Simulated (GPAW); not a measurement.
AlN:

```
CELL_PARAMETERS angstrom
3.11300 0.00000 0.00000
-1.55650 2.69594 0.00000
0.00000 0.00000 4.98100
ATOMIC_POSITIONS crystal
Al 0.66667 0.33333 0.50000
Al 0.33333 0.66667 0.00000
N 0.66667 0.33333 0.88000
N 0.33333 0.66667 0.38000
```

Program: GPAW 26.7.0. Alike in all runs: task band structure; no spin polarisation; cell as given; k mesh 7 × 7 × 4; cutoff (eV) 800; smearing fermi-dirac 0.05 eV.

Question: Order these runs on this cell by their pressure, lowest first.
A. level PW91; potentials or basis PAW data sets generated in the run's folder for this functional, pw; band points 80
B. level WC; potentials or basis PAW data sets generated in the run's folder for this functional, pw; band points 80
C. level BLYP; potentials or basis PAW data sets generated in the run's folder for this functional, pw; band points 80; eigensolver davidson
D. level LDA; potentials or basis PAW data sets generated in the run's folder for this functional, pw; band points 60
E. level TASK; potentials or basis GPAW PAW data sets (gpaw-data 1.2.1), pw; band points 80

Answer: D (-3.9 GPa), B (0.9 GPa), A (3.8 GPa), C (6.9 GPa), E (9.9 GPa).

Caveats: the PAW data sets were made with another functional, which shifts forces and pressure a little (some runs).

Runs at the PBE level aren't shown here.
